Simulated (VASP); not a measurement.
# Pt under changes of volume

One of the cells (16.222 Å³/atom); the others are scaled copies at fixed shape and fractional positions:

```
CELL_PARAMETERS angstrom
-1.59471 1.59471 1.59471
1.59471 -1.59471 1.59471
1.59471 1.59471 -1.59471
ATOMIC_POSITIONS crystal
Pt 0.00000 0.00000 0.00000
```

This isn't the form of Pt at room conditions, which is fcc.

```yaml
Program: VASP 6.6.1
Functional: PBEsol
Potentials_or_basis: VASP PAW PBE potentials, release 64 (Pt)
Cutoff: 520 eV
k_mesh: 12 × 12 × 12
Occupations: fermi-dirac, width 0.05 eV
Spin: no spin polarisation
```

```tsv
volume (Å³/atom)	energy over the lowest point (meV/atom)	pressure (GPa)
14.950	?	?
15.268	0.00	-1.7
15.586	8.59	-7.0
16.222	53.95	-15.6
16.540	88.36	-19.1
16.858	129.26	-22.1
```

Question: What does the run at 14.950 Å³/atom give?

Answer: Energy over the lowest point 2.64 meV/atom; pressure 4.3 GPa.

Worked out: A Birch-Murnaghan fit of order 3 (a polynomial in V^(-2/3)) to the other rows has its minimum at 15.18 Å³/atom, just outside them, with B0 = V·E''(V) = 280 GPa and B' = 5.5. It gives 2.65 meV/atom at 14.950 Å³/atom, against the run's 2.64, and -dE/dV = 4.4 GPa, against 4.3.

Energies are extrapolated to zero smearing.

Caveats: the PAW data sets were made with another functional, which shifts forces and pressure a little.
